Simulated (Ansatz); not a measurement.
Sc:

```
CELL_PARAMETERS angstrom
3.20196 0.00000 0.00000
1.50211 2.84414 0.00000
1.54899 0.92645 2.67418
ATOMIC_POSITIONS crystal
Sc 0.00000 0.00000 0.00000
```

This isn't the form of Sc at room conditions, which is hcp.

* Program: Ansatz 0.2.0
* Task: relaxation of cell and atoms
* Functional: PBE
* Potentials or basis: Ansatz PAW
* Cutoff: 420 eV (not typed: the program's choice for these potentials)
* k mesh: 10 × 10 × 10
* Occupations: fermi-dirac, width 0.05 eV
* Spin: no spin polarisation

At the start: volume 24.35 Å³/atom.

Question: How do energy, volume and symmetry change on relaxing?

Answer: It ends after 5 steps and the volume is 24.67 Å³/atom (+1.3 %); space group Fm-3m (No. 225, to 0.05 Å).

The path:
| step | energy change (eV) | largest force (eV/Å) | volume (Å³) |
| --- | --- | --- | --- |
| 1 | 0.0000 | 0.0000 | 24.35 |
| 2 | -0.0050 | 0.0000 | 24.72 |
| 3 | -0.0057 | 0.0000 | 24.64 |
| 4 | -0.0057 | 0.0000 | 24.67 |
| 5 | -0.0058 | 0.0000 | 24.67 |

Final structure:
```
Sc
1.0
     3.26637    0.05605    0.01455
     1.58211    2.85824    0.01990
     1.60852    0.96188    2.67937
Sc
1
Direct
  0.00000 0.00000 0.00000
```

Caveat: the plane-wave basis is chosen anew once the cell has moved, so the energies of steps on either side of that aren't comparable.
